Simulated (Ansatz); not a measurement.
**As under changes of volume**

One of the cells (22.434 Å³/atom); the others are scaled copies at fixed shape and fractional positions:

```xyz
4
Lattice="1.8250 -5.5000 0.0000 1.8250 5.5000 0.0000 0.0000 0.0000 4.4700" Properties=species:S:1:pos:R:3 pbc="T T T"
As    1.8250    1.2100    2.5032
As    1.8250   -4.2900    4.2018
As    1.8250   -1.2100    1.9668
As    1.8250    4.2900    0.2682
```

This isn't the form of As at room conditions, which is rhombohedral.

| Property | Result |
| --- | --- |
| Program | Ansatz 0.2.0 |
| Functional | LDA |
| Potentials or basis | Ansatz PAW |
| Cutoff | 420 eV (not typed: the program's choice for these potentials) |
| k mesh | 8 × 8 × 6 |
| Occupations | fermi-dirac, width 0.05 eV |
| Spin | no spin polarisation |

```tsv
volume (Å³/atom)	energy over the lowest point (meV/atom)	pressure (GPa)	largest force (eV/Å)
21.088	6.21	2.8	0.399
21.536	0.81	1.1	0.231
21.985	0.00	-0.5	0.131
22.434	3.33	-1.9	0.191
22.882	?	?	?
23.331	20.81	-4.3	0.447
23.780	34.26	-5.3	0.572
```

Q: What does the run at 22.882 Å³/atom give?

A: Energy over the lowest point 10.39 meV/atom; pressure -3.2 GPa; largest force 0.317 eV/Å.

Worked out: A Birch-Murnaghan fit of order 3 (a polynomial in V^(-2/3)) to the other rows has its minimum at 21.84 Å³/atom with B0 = V·E''(V) = 74 GPa and B' = 4.1 at fixed shape and positions, which overstates the stiffness. It gives 10.38 meV/atom at 22.882 Å³/atom, against the run's 10.39, and -dE/dV = -3.1 GPa, against -3.2.

Energies are extrapolated to zero smearing.

Caveats: the PAW data sets come from PBE, with cores solved anew for the run's functional, which leaves a small shift of forces and pressure.
